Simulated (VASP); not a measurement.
# TaN (P-6m2) in VASP: a series of runs

Runs on TaN. Level: PBEsol+U. Tasks: single point.

All numbers are computed with VASP 6.6.1; they aren't measurements. Logs are shortened: lines on timing, memory, paths and dates and some standing lists are left out, and cuts for length are marked.

## Step 1: Starting point

Symmetry: P-6m2, No. 187, hexagonal system. The conventional cell has a = 2.938 Å, b = 2.938 Å, c = 2.883 Å, α = 90.00°, β = 90.00°, γ = 120.00°. Around Ta (site symmetry -6m2) lie 6 N at 2.23 Å. N (site symmetry -6m2) is surrounded by 6 Ta at 2.23 Å.

## Step 2: Single point, PBEsol+U, collinear spin, typed start

Input file INCAR:

```
PREC     = Accurate       # precision mode
ENCUT    = 520            # plane-wave cutoff, eV
EDIFF    = 1E-7           # SCF threshold, eV
ISMEAR   = 0              # smearing method
SIGMA    = 0.05           # smearing width, eV
LREAL    = F              # projectors in reciprocal space
LASPH    = T              # aspherical terms in the spheres
NELM     = 150            # most SCF steps
ALGO     = Normal         # electronic algorithm
ISIF     = 2              # what is computed and relaxed
LWAVE    = F              # write WAVECAR
LCHARG   = T              # write CHGCAR
ISPIN    = 2              # spin polarisation
MAGMOM   = 2 2 0 0        # initial moments
LORBIT   = 11             # projections on sites
LMAXMIX  = 4              # l up to which the mixer works
LDAU     = T              # DFT+U
LDAUTYPE = 2            
LDAUL    = 2 -1           # shell
LDAUU    = 6 0            # U, eV
LDAUJ    = 0 0          
LDAUPRINT= 1            
GGA      = PS             # functional
LELF     = T              # ELF
LVHAR    = T            
NBANDS   = 28             # bands
```

Input file KPOINTS:

```
Automatic mesh
0
Gamma
  7 7 4
```

Input file POSCAR:

```
TaN
1.0
    2.9380011100      0.0000000000      0.0000000000
   -1.4690005500      2.5443836000      0.0000000000
    0.0000000000      0.0000000000      5.7660044200
Ta N
2 2
Direct
    0.3333333333      0.6666666667      0.2500000000
    0.3333333333      0.6666666667      0.7500000000
    0.0000000000      0.0000000000      0.0000000000
    0.0000000000      0.0000000000      0.5000000000
```

Potentials or basis: VASP PAW PBE potentials, release 64 (Ta_pv, N).

Started as:

```
cat potpaw_PBE.64/Ta_pv/POTCAR potpaw_PBE.64/N/POTCAR > POTCAR
mpirun -np 1 vasp_std > vasp.out
```

OUTCAR:

```text
PREC = Accurate
   ENCUT = 520
   EDIFF = 1E-7
   ISMEAR = 0
   LREAL = F
   LASPH = T
   NELM = 150
   ISIF = 2
   ISPIN = 2
   LORBIT = 11
   GGA = PS

 ion  position               nearest neighbor table
   1  0.333  0.667  0.250-   3 2.23   4 2.23   3 2.23   4 2.23   3 2.23   4 2.23   2 2.88   2 2.88

   2  0.333  0.667  0.750-   3 2.23   4 2.23   3 2.23   4 2.23   3 2.23   4 2.23   1 2.88   1 2.88

   3  0.000  0.000  0.000-   1 2.23   2 2.23   1 2.23   2 2.23   1 2.23   2 2.23
   4  0.000  0.000  0.500-   1 2.23   2 2.23   1 2.23   2 2.23   1 2.23   2 2.23

  LATTYP: Found a hexagonal cell.
 ALAT       =     2.9380011100
 C/A-ratio  =     1.9625603273

  Lattice vectors:

 A1 = (   2.9380011100,   0.0000000000,   0.0000000000)
 A2 = (  -1.4690005500,   2.5443836000,   0.0000000000)
 A3 = (   0.0000000000,   0.0000000000,   5.7660044200)

Analysis of symmetry for initial positions (statically):
=====================================================================
 Subroutine PRICEL returns following result:

  LATTYP: Found a hexagonal cell.
 ALAT       =     2.9380011100
 C/A-ratio  =     0.9812801636
[... 12 lines left out ...]
 Subroutine GETGRP returns: Found 12 space group operations
 (whereof 12 operations were pure point group operations)
 out of a pool of 24 trial point group operations.

The static configuration has the point symmetry D_3h.

Analysis of symmetry for dynamics (positions and initial velocities):
=====================================================================
 Subroutine PRICEL returns following result:

  LATTYP: Found a hexagonal cell.
 ALAT       =     2.9380011100
 C/A-ratio  =     0.9812801636
[... 12 lines left out ...]
 Subroutine GETGRP returns: Found 12 space group operations
 (whereof 12 operations were pure point group operations)
 out of a pool of 24 trial point group operations.

The dynamic configuration has the point symmetry D_3h.

Analysis of structural, dynamic, and magnetic symmetry:
=====================================================================
 Subroutine PRICEL returns following result:

  LATTYP: Found a hexagonal cell.
 ALAT       =     2.9380011100
 C/A-ratio  =     0.9812801636
[... 12 lines left out ...]
 Subroutine GETGRP returns: Found 12 space group operations
 (whereof 12 operations were pure point group operations)
 out of a pool of 24 trial point group operations.

The overall configuration has the point symmetry D_3h.

 Subroutine INISYM returns: Found 12 space group operations
 (whereof 12 operations are pure point group operations),
 and found     2 'primitive' translations

----------------------------------------------------------------------------------------

                                     Primitive cell

  volume of cell :      21.5516

  direct lattice vectors                    reciprocal lattice vectors
     2.938001110  0.000000000  0.000000000     0.340367468  0.196511249  0.000000000
    -1.469000550  2.544383600  0.000000000     0.000000000  0.393022499  0.000000000
     0.000000000  0.000000000  2.883002210     0.000000000  0.000000000  0.346860643

  length of vectors
     2.938001110  2.938001110  2.883002210     0.393022499  0.393022499  0.346860643

  position of ions in fractional coordinates (direct lattice)
     0.333333333  0.666666667  0.500000000
     0.000000000  0.000000000  0.000000000

[... 144 lines left out ...]
  o =  0.1672  v =  0.0000  0.5330  0.0000 -0.8461 -0.0000  0.0000  0.0000  0.0000  0.0000  0.0000      0.0000  0.0000  0.0000  0.0000  0.0000  0.0000  0.0000  0.0000  0.0000  0.0000
  o =  0.1672  v = -0.0000 -0.8461  0.0000 -0.5330  0.0000  0.0000  0.0000  0.0000  0.0000  0.0000      0.0000  0.0000  0.0000  0.0000  0.0000  0.0000  0.0000  0.0000  0.0000  0.0000
  o =  0.2488  v =  0.0000  0.0000  0.0000  0.0000  0.0000  0.9948  0.0000  0.0000  0.0000 -0.1016      0.0000  0.0000  0.0000  0.0000  0.0000  0.0000  0.0000  0.0000  0.0000  0.0000
  o =  0.2488  v =  0.0000  0.0000  0.0000  0.0000  0.0000 -0.1016  0.0000  0.0000  0.0000 -0.9948      0.0000  0.0000  0.0000  0.0000  0.0000  0.0000  0.0000  0.0000  0.0000  0.0000
  o =  0.2488  v =  0.5626 -0.0000  0.0000 -0.0000 -0.8267  0.0000  0.0000  0.0000  0.0000  0.0000      0.0000  0.0000  0.0000  0.0000  0.0000  0.0000  0.0000  0.0000  0.0000  0.0000
  o =  0.2488  v =  0.8267  0.0000  0.0000  0.0000  0.5626  0.0000  0.0000  0.0000  0.0000  0.0000      0.0000  0.0000  0.0000  0.0000  0.0000  0.0000  0.0000  0.0000  0.0000  0.0000
  o =  0.3042  v =  0.0000  0.0000  0.0000  0.0000  0.0000 -0.0000  0.0000  1.0000 -0.0000  0.0000      0.0000  0.0000  0.0000  0.0000  0.0000  0.0000  0.0000  0.0000  0.0000  0.0000
  o =  0.3042  v = -0.0000 -0.0000  1.0000 -0.0000  0.0000  0.0000  0.0000  0.0000  0.0000  0.0000      0.0000  0.0000  0.0000  0.0000  0.0000  0.0000  0.0000  0.0000  0.0000  0.0000

atom =   2  type =  1  l = 2

 onsite density matrix

spin component  1

  0.2488 -0.0000 -0.0000 -0.0000  0.0000
 -0.0000  0.1672  0.0000  0.0000  0.0000
 -0.0000  0.0000  0.3042 -0.0000  0.0000
 -0.0000  0.0000 -0.0000  0.1672  0.0000
  0.0000  0.0000  0.0000  0.0000  0.2488

spin component  2

  0.2488 -0.0000 -0.0000 -0.0000  0.0000
 -0.0000  0.1672  0.0000  0.0000  0.0000
 -0.0000  0.0000  0.3042 -0.0000  0.0000
 -0.0000  0.0000 -0.0000  0.1672  0.0000
  0.0000  0.0000  0.0000  0.0000  0.2488

 occupancies and eigenvectors

  o =  0.1672  v =  0.0000  0.0000  0.0000  0.0000  0.0000  0.0000  0.5330 -0.0000 -0.8461  0.0000      0.0000  0.0000  0.0000  0.0000  0.0000  0.0000  0.0000  0.0000  0.0000  0.0000
  o =  0.1672  v =  0.0000  0.0000  0.0000  0.0000  0.0000 -0.0000 -0.8461  0.0000 -0.5330 -0.0000      0.0000  0.0000  0.0000  0.0000  0.0000  0.0000  0.0000  0.0000  0.0000  0.0000
  o =  0.1672  v =  0.0000  0.5330 -0.0000 -0.8461 -0.0000  0.0000  0.0000  0.0000  0.0000  0.0000      0.0000  0.0000  0.0000  0.0000  0.0000  0.0000  0.0000  0.0000  0.0000  0.0000
  o =  0.1672  v = -0.0000 -0.8461  0.0000 -0.5330  0.0000  0.0000  0.0000  0.0000  0.0000  0.0000      0.0000  0.0000  0.0000  0.0000  0.0000  0.0000  0.0000  0.0000  0.0000  0.0000
  o =  0.2488  v =  0.0000  0.0000  0.0000  0.0000  0.0000  0.9705  0.0000  0.0000  0.0000 -0.2410      0.0000  0.0000  0.0000  0.0000  0.0000  0.0000  0.0000  0.0000  0.0000  0.0000
  o =  0.2488  v =  0.0000  0.0000  0.0000  0.0000  0.0000 -0.2410  0.0000  0.0000  0.0000 -0.9705      0.0000  0.0000  0.0000  0.0000  0.0000  0.0000  0.0000  0.0000  0.0000  0.0000
  o =  0.2488  v =  0.6333 -0.0000  0.0000 -0.0000 -0.7739  0.0000  0.0000  0.0000  0.0000  0.0000      0.0000  0.0000  0.0000  0.0000  0.0000  0.0000  0.0000  0.0000  0.0000  0.0000
  o =  0.2488  v = -0.7739 -0.0000 -0.0000 -0.0000 -0.6333  0.0000  0.0000  0.0000  0.0000  0.0000      0.0000  0.0000  0.0000  0.0000  0.0000  0.0000  0.0000  0.0000  0.0000  0.0000
  o =  0.3042  v =  0.0000  0.0000  0.0000  0.0000  0.0000 -0.0000  0.0000  1.0000 -0.0000  0.0000      0.0000  0.0000  0.0000  0.0000  0.0000  0.0000  0.0000  0.0000  0.0000  0.0000
  o =  0.3042  v =  0.0000 -0.0000 -1.0000  0.0000 -0.0000  0.0000  0.0000  0.0000  0.0000  0.0000      0.0000  0.0000  0.0000  0.0000  0.0000  0.0000  0.0000  0.0000  0.0000  0.0000

 number of electron      32.0000001 magnetization      -0.0000021

 Free energy of the ion-electron system (eV)
  ---------------------------------------------------
  ext. energy  EPLUGINS =         0.00000000
  ---------------------------------------------------
  free energy    TOTEN  =       -36.85838126 eV

  energy without entropy =      -36.85792269  energy(sigma->0) =      -36.85815198

 E-fermi :   9.1220     XC(G=0): -13.5217

 val. band max:        8.9492496528   @ k =   0.0000   0.0000   0.0000
 cond. band min:       9.1458942545   @ k =   0.0000   0.0000   0.2500
 fundamental gap:      0.1966446017
 Fermi energy:         9.1220487391

 spin component 1

 k-point     1 :       0.0000    0.0000    0.0000
  band No.  band energies     occupation
      1     -28.0912      1.00000
      2     -27.1996      1.00000
      3     -26.9517      1.00000
      4     -26.9517      1.00000
      5     -26.8734      1.00000
      6     -26.8734      1.00000
[... 733 lines left out ...]
     27      20.7518      0.00000
     28      20.7760      0.00000
 Fermi energy:         9.1220487391

 spin component 2

 k-point     1 :       0.0000    0.0000    0.0000
  band No.  band energies     occupation
      1     -28.0912      1.00000
      2     -27.1996      1.00000
      3     -26.9517      1.00000
      4     -26.9517      1.00000
      5     -26.8734      1.00000
      6     -26.8734      1.00000
[... 733 lines left out ...]
     27      20.7791      0.00000
     28      20.7793      0.00000

------------------------ aborting loop because EDIFF is reached ----------------------------------------

  FORCE on cell =-STRESS in cart. coord.  units (eV):
  Direction    XX          YY          ZZ          XY          YZ          ZX
  --------------------------------------------------------------------------------------
  -------------------------------------------------------------------------------------
  Total        4.1135268      4.1135268      4.6552099      0.0000000      0.0000000      0.0000000
  in kB      152.9027852    152.9027855    173.0375408      0.0000003      0.0000000      0.0000000
  external PRESSURE =     159.6143705 kB  Pullay stress =       0.0000000 kB

 VOLUME and BASIS-vectors are now :
 -----------------------------------------------------------------------------
  energy-cutoff  :      520.00
  volume of cell :       43.10
      direct lattice vectors                 reciprocal lattice vectors
     2.938001110  0.000000000  0.000000000     0.340367468  0.196511249  0.000000000
    -1.469000550  2.544383600  0.000000000     0.000000000  0.393022499  0.000000000
     0.000000000  0.000000000  5.766004420     0.000000000  0.000000000  0.173430321

 POSITION                                       TOTAL-FORCE (eV/Angst)
 -----------------------------------------------------------------------------------
      0.00000      1.69626      1.44150         0.000000      0.000000     -0.000000
      0.00000      1.69626      4.32450        -0.000000      0.000000     -0.000000
      0.00000      0.00000      0.00000         0.000000      0.000000      0.000000
      0.00000      0.00000      2.88300        -0.000000      0.000000      0.000000
 -----------------------------------------------------------------------------------
    total drift:                               -0.000000      0.000000     -0.000000

  FREE ENERGIE OF THE ION-ELECTRON SYSTEM (eV)
  ---------------------------------------------------
  free  energy   TOTEN  =       -36.8583812641 eV

  energy  without entropy=      -36.8579226866  energy(sigma->0) =      -36.85815198

 total charge

# of ion       s       p       d       tot
------------------------------------------
    1        0.325   6.293   2.224   8.842
    2        0.325   6.293   2.224   8.842
    3        1.221   2.535   0.000   3.756
    4        1.221   2.535   0.000   3.756
--------------------------------------------------
tot          3.091  17.656   4.449  25.196

 magnetization (x)

# of ion       s       p       d       tot
------------------------------------------
    1        0.000  -0.000   0.000   0.000
    2        0.000  -0.000   0.000   0.000
    3       -0.000   0.000   0.000   0.000
    4       -0.000   0.000   0.000   0.000
--------------------------------------------------
tot         -0.000   0.000   0.000   0.000
```

Run time: 1.9 min. Hardware: 1 thread of AMD EPYC 7R43 (Zen 3), shared host; peak memory 0.17 GiB.

What came out:

- Free energy: -36.8584 eV
- Pressure: 16.0 GPa
- Band gap on the k mesh: none (metal or under the smearing width)
- Net moment: 0.00 μB per cell
- Valence electrons inside the program's atomic spheres: Ta 8.84; N 3.76

Stress tensor (GPa, compression positive):
```
15.29  0.00  0.00
 0.00 15.29  0.00
 0.00  0.00 17.30
```

Levels at points of the mesh, in eV from the Fermi level:
Spin up:
```tsv
k point	band 12	band 13	band 14	band 15	band 16	band 17	band 18	band 19	band 20	band 21
(0.00, 0.00, 0.00)	-4.65	-4.05	-4.05	-3.58	-0.17	-0.17	1.36	1.97	3.32	3.32
(0.00, 0.00, 0.50)	-4.50	-4.50	-4.50	-0.78	-0.78	0.80	0.80	0.80	0.80	3.15
```
Spin down:
| k point | band 12 | band 13 | band 14 | band 15 | band 16 | band 17 | band 18 | band 19 | band 20 | band 21 |
| --- | --- | --- | --- | --- | --- | --- | --- | --- | --- | --- |
| (0.00, 0.00, 0.00) | -4.65 | -4.05 | -4.05 | -3.58 | -0.17 | -0.17 | 1.36 | 1.97 | 3.32 | 3.32 |
| (0.00, 0.00, 0.50) | -4.50 | -4.50 | -4.50 | -0.78 | -0.78 | 0.80 | 0.80 | 0.80 | 0.80 | 3.15 |

Eigenvalues of the final occupation matrices:
```csv
site,spin,trace,eigenvalues
site 1 d,1,1.14,0.17 0.17 0.25 0.25 0.30
site 1 d,2,1.14,0.17 0.17 0.25 0.25 0.30
site 2 d,1,1.14,0.17 0.17 0.25 0.25 0.30
site 2 d,2,1.14,0.17 0.17 0.25 0.25 0.30
```

Caveat: the PAW data sets were made with another functional, which shifts forces and pressure a little. Spin-orbit coupling is left out, which matters for the levels of Ta.

[end of part 1 of 2]
